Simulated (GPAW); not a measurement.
Runs of GPAW 26.7.0 on CdO2. Symmetry: P-3m1, No. 164, trigonal system. Conventional cell: a = 3.476 Å, b = 3.476 Å, c = 4.148 Å, α = 90.00°, β = 90.00°, γ = 120.00°. Cd (site symmetry -3m) has 6 O at 2.25 Å as nearest neighbours. O (site symmetry 3m) has 3 Cd at 2.25 Å as nearest neighbours. The cell comes from a database or a generator and needn't be the stable form of this composition.

| task | level | potentials or basis | cell | k mesh | band path | band points | optimizer | fmax | max steps | gap on the mesh (eV) | pressure (GPa) | relaxed volume (Å³/atom) | largest force (eV/Å) |
| --- | --- | --- | --- | --- | --- | --- | --- | --- | --- | --- | --- | --- | --- |
| band structure | PBEsol | PAW data sets generated in the run's folder for this functional, pw | as given | 7 × 7 × 5 | GMKGALHA,LM,KH | 80 | - | - | - | - | -11.2 | - | 0.35 |
| relaxation of cell and atoms | PBEsol | PAW data sets generated in the run's folder for this functional, pw | relaxed | 7 × 7 × 5 | - | - | BFGS | 0.02 eV/Å | 60 | none | 0.1 | 11.60 | 0.01 |
| single point | PBEsol | PAW data sets generated in the run's folder for this functional, pw | as given | 9 × 9 × 7 | - | - | - | - | - | none | -11.2 | - | 0.36 |
| relaxation of cell and atoms | PBEsol+D3 | PAW data sets generated in the run's folder for this functional, pw | relaxed | 7 × 7 × 5 | - | - | BFGS | 0.02 eV/Å | 60 | none | -0.1 | (a) | 0.01 |
| relaxation of cell and atoms | PBEsol+D4 | PAW data sets generated in the run's folder for this functional, pw | relaxed | 7 × 7 × 5 | - | - | BFGS | 0.02 eV/Å | 60 | none | 0.0 | 11.40 | - |
| relaxation of cell and atoms | PBEsol+D3(BJ) | PAW data sets generated in the run's folder for this functional, pw | relaxed | 7 × 7 × 5 | - | - | BFGS | 0.02 eV/Å | 60 | none | 0.0 | 11.34 | - |
| band structure | LDA | the program's PAW data sets (release 1.2.1) made for this functional, pw | as given | 7 × 7 × 5 | GMKGALHA,LM,KH | 80 | - | - | - | - | (c) | - | 0.53 |
| relaxation of cell and atoms | PBEsol+D3(BJ)+ATM | PAW data sets generated in the run's folder for this functional, pw | relaxed | 7 × 7 × 5 | - | - | BFGS | 0.02 eV/Å | 60 | none | 0.0 | (b) | - |

Alike in all rows: no spin polarisation; cutoff (eV) 800; smearing fermi-dirac 0.05 eV.

Question: Estimate the missing entries.

Answer: (a) 11.43; (b) 11.39; (c) -15.5.

Caveats: later steps reuse the first step's grids (some runs); the volume moved by over 15 % at a fixed basis, so the end points are rough (some runs); pairwise dispersion overbinds metals, which lowers pressure and volume (some runs).

A k mesh can miss the band edges, and the runs leave out spin-orbit coupling on Cd.

A gap of «none» marks a metal or a gap under the smearing width.

Not every run made on this cell is shown here.
